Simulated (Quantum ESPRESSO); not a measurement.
A run of Quantum ESPRESSO 7.5 is set up as follows.

Contents of run.py:

```python
import numpy as np
from ase.calculators.espresso import Espresso, EspressoProfile
from ase import Atoms

atoms = Atoms(['Ag'],
              cell=[[0.0, 2.04275, 2.04275], [2.04275, 0.0, 2.04275], [2.04275, 2.04275, 0.0]],
              scaled_positions=[[0.0, 0.0, 0.0]],
              pbc=True)

input_data = {
    'control': {'calculation': 'scf', 'prefix': 'pwscf', 'outdir': './tmp', 'tprnfor': True, 'tstress': True, 'disk_io': 'nowf'},
    'system': {'ecutwfc': 82.0, 'nbnd': 16, 'input_dft': 'XC-000I-000I-120L-135L-000I-000I', 'occupations': 'smearing', 'smearing': 'fd', 'degauss': 0.00367493},
    'electrons': {'conv_thr': 2e-10, 'electron_maxstep': 120, 'mixing_beta': 0.5},
}
pseudopotentials = {'Ag': 'Ag.upf'}
profile = EspressoProfile(command='pw.x', pseudo_dir='pseudo')
dft = Espresso(profile=profile, input_data=input_data, pseudopotentials=pseudopotentials, kpts=(11, 11, 11), koffset=(0, 0, 0))
from ase.calculators.mixing import SumCalculator
from dftd4.ase import DFTD4
d4 = DFTD4(method='am05')
atoms.calc = SumCalculator([dft, d4])

from ase.eos import EquationOfState
from ase.units import GPa
cell, v, e = atoms.cell.copy(), [], []
for x in [0.94, 0.96, 0.98, 1.0, 1.02, 1.04, 1.06]:
    atoms.set_cell(cell * x ** (1 / 3), scale_atoms=True)
    v.append(atoms.get_volume() / len(atoms))
    e.append(atoms.get_potential_energy() / len(atoms))
    print(f'V {v[-1]:.6f} A^3/atom  E {e[-1]:.8f} eV/atom')
v0, e0, b0 = EquationOfState(v, e, eos='birchmurnaghan').fit()
print(f'V0 {v0:.5f} A^3/atom  E0 {e0:.6f} eV/atom  B0 {b0 / GPa:.2f} GPa')
```

Potentials or basis: PseudoDojo 0.4.1 SR PBE standard.

The run is started by

```bash
$ OMP_NUM_THREADS=1 python run.py
```

(1) Predict the equilibrium volume.

(2) Estimate the bulk modulus.

(3) What does it give for the pressure derivative of the bulk modulus?

## Answers

(1) 16.21 Å³/atom.

(2) 130 GPa.

(3) 6.0.

Caveat: the potentials were made for another functional, which shifts forces and pressure.
